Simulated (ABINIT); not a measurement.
The system is MnS.

```
CELL_PARAMETERS angstrom
0.00000 2.47346 2.47346
2.47346 0.00000 2.47346
2.47346 2.47346 0.00000
ATOMIC_POSITIONS crystal
Mn 0.00000 0.00000 0.00000
S 0.75000 0.75000 0.75000
```

The cell is a database's computed one.

| Quantity | Value |
| --- | --- |
| Program | ABINIT 10.8.3 (patched build) |
| Task | single point |
| Functional | PBE |
| Potentials or basis | JTH PAW PBE v2.0 |
| Cutoff | 544 eV |
| k mesh | 9 × 9 × 9 |
| Occupations | fermi-dirac, width 0.05 eV |
| Spin | collinear spin, ferromagnetic start |
| Starting moments | [4.0, 0.0] μB |

On this cell: largest force zero by symmetry; net moment 0.22 μB per cell; site moments Mn +0.21; S -0.00 μB; band gap on the k mesh none (metal or under the smearing width).

The same run follows on a disturbed copy (atoms moved at random, drawn with an rms of 0.05 Å):

```xyz
2
Lattice="0.0000 2.4735 2.4735 2.4735 0.0000 2.4735 2.4735 2.4735 0.0000" Properties=species:S:1:pos:R:3 pbc="T T T"
Mn   -0.0059    0.0120   -0.0006
S     3.6968    3.6845    3.6093
```

**Question.** What does the disturbed cell give?

**Answer.** The energy (extrapolated to zero smearing) moves by +39.7 meV/atom; largest force 1.494 eV/Å; net moment 0.21 μB per cell; site moments Mn +0.20; S -0.00 μB; band gap on the k mesh none (metal or under the smearing width).

Forces in eV/Å, atoms in the order of the input:
```
Mn   0.098 -0.515 -1.399
S   -0.098  0.515  1.399
```

Caveats: the moment fell far below its start of 4 μB, so a state of higher moment may lie lower in energy; semilocal functionals often make such compounds metallic where correlation or magnetic order opens a gap, which also shifts bond lengths; the atomic spheres overlap (some runs).
